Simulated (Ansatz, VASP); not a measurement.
Two plane-wave programs on Au

INCAR

```
SYSTEM = Au
  PREC = Accurate
  ENCUT = 520
  EDIFF = 1E-7
  ISMEAR = -1
  SIGMA = 0.03
  LREAL = .False.
  LASPH = .True.
  NELM = 80
  ALGO = Normal
  ISIF = 2
  LWAVE = .False.
  LCHARG = .False.
  GGA = PE
  NBANDS = 12
```

KPOINTS

```
Automatic mesh
0
Gamma
  13 13 13
  0 0 0
```

POSCAR

```
Au
1.0
    0.0000000000      2.0782552709      2.0782552709
    2.0782552709      0.0000000000      2.0782552709
    2.0782552709      2.0782552709      0.0000000000
Au
1
Direct
    0.0000000000      0.0000000000      0.0000000000
```

Input for Ansatz:

```yaml
crystal:
  lattice:
    - [0.0, 2.0782552709, 2.0782552709]
    - [2.0782552709, 0.0, 2.0782552709]
    - [2.0782552709, 2.0782552709, 0.0]
  atoms:
    - { symbol: Au, position: [0.0, 0.0, 0.0] }
hamiltonian:
  xc: pbe
  pseudopotentials:
    kind: paw
    azcp:
      Au: "pseudopotentials/Au.paw.azcp"
basis:
  ecutwfc: 420
  fft_grid_basis: typed
kpoints:
  mp_grid: { grid: [13, 13, 13], shift: [0, 0, 0] }
magnetization:
  spin_polarized: false
scf:
  occupations: { method: fermi_dirac, width: 0.03 }
  lower_state_search: "off"
output:
  stress: true
  write_density: true
  write_potential: true
  elf: true
  volumetric_format: npy
```

Alike in both runs: task single point; functional PBE; k mesh 13 × 13 × 13; occupations fermi-dirac, width 0.03 eV; no spin polarisation.

|  | VASP | Ansatz |
| --- | --- | --- |
| version | VASP 6.6.1 | Ansatz 0.2.0 |
| potentials or method | VASP PAW PBE potentials, release 64 (Au) | plane waves (420 eV) with PAW, scalar-relativistic |
| plane-wave cutoff (eV) | 520 | 420 |
| valence electrons in the cell | 11 | 19 |

Ansatz gave:

| Quantity | Value |
| --- | --- |
| pressure (GPa) | -0.2 |

Task: What did VASP give for the same quantities?

Result: Pressure (GPa): -0.4.

The two sets of potentials don't hold the same shells in valence.

The runs have no spin-orbit coupling, so splittings on Au are missing.
